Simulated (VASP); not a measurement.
Write the native input for VASP 6.6.1 that does the following.

| Item | Value |
| --- | --- |
| Task | density of states |
| Functional | PBEsol |
| Potentials or basis | VASP PAW PBE potentials, release 64 (In_d, O) |
| Cutoff | 520 eV |
| k mesh | 5 × 5 × 5 |
| Occupations | gaussian, width 0.02 eV |
| Spin | no spin polarisation |
| k mesh for the DOS | 8 × 8 × 8 |
| Occupations for the DOS | tetrahedron |
| Further INCAR settings | ALGO = Normal; EDIFF = 1e-07 |

Crystal: In2O3.

```
In O
1.0
     2.74350    1.58396    4.83667
    -2.74350    1.58396    4.83667
     0.00000   -3.16792    4.83667
In O
4 6
Direct
  0.85731 0.85731 0.85731
  0.64269 0.64269 0.64269
  0.14269 0.14269 0.14269
  0.35731 0.35731 0.35731
  0.04800 0.75000 0.45200
  0.75000 0.45200 0.04800
  0.45200 0.04800 0.75000
  0.95200 0.25000 0.54800
  0.25000 0.54800 0.95200
  0.54800 0.95200 0.25000
```

These files were run (other wordings do the same):

POSCAR

```
In2O3
1.0
    2.7435000000      1.5839604635      4.8366666667
   -2.7435000000      1.5839604635      4.8366666667
    0.0000000000     -3.1679209270      4.8366666667
In O
4 6
Direct
    0.8573100000      0.8573100000      0.8573100000
    0.6426900000      0.6426900000      0.6426900000
    0.1426900000      0.1426900000      0.1426900000
    0.3573100000      0.3573100000      0.3573100000
    0.0480000000      0.7500000000      0.4520000000
    0.7500000000      0.4520000000      0.0480000000
    0.4520000000      0.0480000000      0.7500000000
    0.9520000000      0.2500000000      0.5480000000
    0.2500000000      0.5480000000      0.9520000000
    0.5480000000      0.9520000000      0.2500000000
```

INCAR.step1

```
SYSTEM = In2O3
ALGO = Normal ; EDIFF = 1E-7
ENCUT = 520 ; GGA = PS
ISIF = 2 ; ISMEAR = 0
LASPH = .TRUE. ; LCHARG = .TRUE.
LREAL = .FALSE. ; LWAVE = .FALSE.
NELM = 100 ; PREC = Accurate
SIGMA = 0.02
```

KPOINTS.step1

```
k-points
0
G
  5 5 5
  0 0 0
```

INCAR.step2

```
SYSTEM = In2O3
ALGO = Normal ; EDIFF = 1E-7
ENCUT = 520 ; GGA = PS
ICHARG = 11 ; ISIF = 2
ISMEAR = -5 ; LASPH = .TRUE.
LCHARG = .FALSE. ; LORBIT = 11
LREAL = .FALSE. ; LWAVE = .FALSE.
NEDOS = 2001 ; NELM = 100
PREC = Accurate ; SIGMA = 0.02
```

KPOINTS.step2

```
k-points
0
G
  8 8 8
  0 0 0
```

Potentials or basis: VASP PAW PBE potentials, release 64 (In_d, O).

Launch:

```sh
$ cat potpaw_PBE.64/In_d/POTCAR potpaw_PBE.64/O/POTCAR > POTCAR
$ cp INCAR.step1 INCAR
$ cp KPOINTS.step1 KPOINTS
$ mpirun -np 1 vasp_std > vasp.out
$ cp INCAR.step2 INCAR
$ cp KPOINTS.step2 KPOINTS
$ mpirun -np 1 vasp_std > vasp.out
```

It gave:

The valence electrons inside the program's atomic spheres are In 11.39; O 4.99.

Run time: 7.2 min on 1 thread of AMD EPYC 9R14 (Zen 4) (shared host), peak memory 0.46 GiB.
